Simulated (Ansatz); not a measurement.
# NiO (Fm-3m): equation of state with a fit from a Python script

Where is the equilibrium volume of NiO (Fm-3m), and how stiff is it? The task is an equation of state with a fit, for NiO (Fm-3m).

Computed with the Python package of Ansatz 0.2.0. Level of theory: DFT r2SCAN+U, plane waves, PAW.

## 1. The system

It takes space group Fm-3m (No. 225, cubic). The conventional cell has a = 4.172 Å, b = 4.172 Å, c = 4.172 Å, α = 90.00°, β = 90.00°, γ = 90.00°. Ni (site symmetry m-3m) has 6 O at 2.09 Å as nearest neighbours. Around O (site symmetry m-3m) lie 6 Ni at 2.09 Å.

No structure file is read: the coordinates are typed or built in the script.

## 2. The script

Contents of nio_eos.py:

```python
# -*- coding: utf-8 -*-
"""Bulk modulus of NiO from an E(V) curve."""

from dataclasses import dataclass
import logging
import sys
import warnings

import ansatz as az
import numpy as np

logging.basicConfig(stream=sys.stdout, format="%(levelname)s %(message)s")
log = logging.getLogger("ansatz_job")
log.setLevel(logging.INFO)


@dataclass
class Settings:
    occupations: str = "fermi_dirac"
    functional: str = "r2scan"
    cutoff: int = 650
    tolerance: float = 1e-07
    kmesh: tuple[int, ...] = (11, 11, 11)


opts = Settings()

vectors0 = np.array([
    [0.0, 2.08590164, 2.08590164],
    [2.08590164, 0.0, 2.08590164],
    [2.08590164, 2.08590164, 0.0],
])
sites = [
    ("Ni", (0.0, 0.0, 0.0), 1.5),
    ("O", (0.5, 0.5, 0.5), 0.0),
]


def build(cell):
    crystal = az.Crystal(lattice=az.Lattice.of(cell))
    for symbol, position, moment in sites:
        crystal = crystal.atom(symbol, position, moment=moment or None)
    return crystal


def main():
    warnings.simplefilter("ignore", az.DeckWarning)

    # uniform scaling of the cell
    volumes, energies = [], []
    for scale in np.linspace(0.92, 1.08, 7):
        cell = vectors0 * scale ** (1 / 3)
        calculation = (
            build(cell).calculation()
            .hubbard("Ni", "d", u_eff=4.0)
            .occupations(opts.occupations, width=50 * az.meV)
            .functional(opts.functional)
            .basis(opts.cutoff)
            .spin(az.SpinTreatment.COLLINEAR)
            .scf(tolerance=opts.tolerance)
            .kpoints(*opts.kmesh)
        )
        summary = calculation.run().report
        volumes.append(abs(np.linalg.det(cell)) / len(sites))
        energies.append(summary["free_energy_ev"] / len(sites))
        log.info(f"V = {volumes[-1]:8.4f} A^3/atom  F = {energies[-1]:.5f} eV/atom")

    # third-order Birch-Murnaghan: a cubic in V^(-2/3)
    x = np.array(volumes) ** (-2 / 3)
    poly = np.polynomial.Polynomial.fit(x, energies, 3).convert()
    roots = poly.deriv().roots()
    x0 = min((r.real for r in roots if abs(r.imag) < 1e-9 and poly.deriv(2)(r.real) > 0), key=lambda r: abs(r - x.mean()))
    v0 = x0 ** -1.5
    b0 = 4 / 9 * poly.deriv(2)(x0) * v0 ** (-7 / 3) * 160.21766
    b1 = 4 + 2 / 3 * x0 * poly.deriv(3)(x0) / poly.deriv(2)(x0)
    log.info(f"V0 = {v0:.4f} A^3/atom, B0 = {b0:.1f} GPa, dB/dP = {b1:.2f}")


if __name__ == "__main__":
    main()
```

## 3. What the engine is handed

The engine receives this input (first run):

```yaml
crystal:
  lattice:
    - [0.0, 2.0287246276555866, 2.0287246276555866]
    - [2.0287246276555866, 0.0, 2.0287246276555866]
    - [2.0287246276555866, 2.0287246276555866, 0.0]
  atoms:
    - { symbol: Ni, position: [0.0, 0.0, 0.0], spin: 1.5 }
    - { symbol: O, position: [0.5, 0.5, 0.5] }
basis:
  ecutwfc: 650.0
kpoints:
  mp_grid:
    grid: [11, 11, 11]
hamiltonian:
  xc: r2scan
  hubbard:
    - { species: Ni, l: d, u_eff: 4.0 }
magnetization:
  spin_polarized: true
scf:
  convergence:
    dr2_threshold: 1.0e-07
  occupations:
    method: fermi_dirac
    width: 0.05
```

## 4. Launch

On the command line:

```console
python nio_eos.py
```

The log of the run:

```text
INFO V =   8.3497 A^3/atom  F = -3206.38127 eV/atom
INFO V =   8.5917 A^3/atom  F = -3206.41909 eV/atom
INFO V =   8.8337 A^3/atom  F = -3206.44427 eV/atom
INFO V =   9.0757 A^3/atom  F = -3206.45851 eV/atom
INFO V =   9.3177 A^3/atom  F = -3206.46323 eV/atom
INFO V =   9.5598 A^3/atom  F = -3206.45970 eV/atom
INFO V =   9.8018 A^3/atom  F = -3206.44899 eV/atom
INFO V0 = 9.3297 A^3/atom, B0 = 208.9 GPa, dB/dP = 4.40
```

Run time: 2.6 min. Hardware: 1 thread of Intel Xeon Platinum 8259CL at 2.50GHz (Skylake/Cascade Lake), shared host; peak memory 0.79 GiB.

## 5. Inputs of later runs

The engine's inputs for some of the other runs:

Run 2, against run 1:

```diff
@@ -3,3 +3,3 @@
-    - [0.0, 2.0287246276555866, 2.0287246276555866]
-    - [2.0287246276555866, 0.0, 2.0287246276555866]
-    - [2.0287246276555866, 2.0287246276555866, 0.0]
+    - [0.0, 2.04813944012285, 2.04813944012285]
+    - [2.04813944012285, 0.0, 2.04813944012285]
+    - [2.04813944012285, 2.04813944012285, 0.0]
```

Run 4, against run 1:

```diff
@@ -3,3 +3,3 @@
-    - [0.0, 2.0287246276555866, 2.0287246276555866]
-    - [2.0287246276555866, 0.0, 2.0287246276555866]
-    - [2.0287246276555866, 2.0287246276555866, 0.0]
+    - [0.0, 2.08590164, 2.08590164]
+    - [2.08590164, 0.0, 2.08590164]
+    - [2.08590164, 2.08590164, 0.0]
```

Run 5, against run 1:

```diff
@@ -3,3 +3,3 @@
-    - [0.0, 2.0287246276555866, 2.0287246276555866]
-    - [2.0287246276555866, 0.0, 2.0287246276555866]
-    - [2.0287246276555866, 2.0287246276555866, 0.0]
+    - [0.0, 2.1042805750130116, 2.1042805750130116]
+    - [2.1042805750130116, 0.0, 2.1042805750130116]
+    - [2.1042805750130116, 2.1042805750130116, 0.0]
```

Lines on the test bed's own set-up are left out of the output.

A comment line of the script is reworded here; the code is as run.

## 6. What each run gave

From the records of these 7 runs:

```csv
run,volume (Å³/atom),energy from run 5 (meV/atom),moment (μB/cell),SCF cycles,CPU time (s)
1,8.350,81.95,2.00,16,19
2,8.592,44.14,2.00,16,19
3,8.834,18.96,2.00,15,19
4,9.076,4.72,2.00,15,21
5,9.318,0.00,2.00,17,23
6,9.560,3.53,2.00,17,23
7,9.802,14.24,2.00,17,23
```

## 7. Summary of results

| quantity | value |
| --- | --- |
| runs compared | 7 |
| range of energy | 81.95 meV/atom |
| lowest point, volume (Å³/atom) | 9.318 |
| equilibrium volume (fit) | 9.33 Å³/atom |
| bulk modulus (fit) | 209 GPa |

**Reading.** A third-order Birch-Murnaghan fit through the 7 points has its minimum at 9.33 Å³ an atom, 2.8 % above the typed cell, with a bulk modulus of 209 GPa and dB/dP = 4.4. From that minimum the energy rises by 82.0 meV an atom on the compressed side and 14.3 meV on the expanded side. Caveats:
- Other magnetic orders than the one started from may lie lower.
- With one magnetic atom the cell can hold only ferromagnetic order.
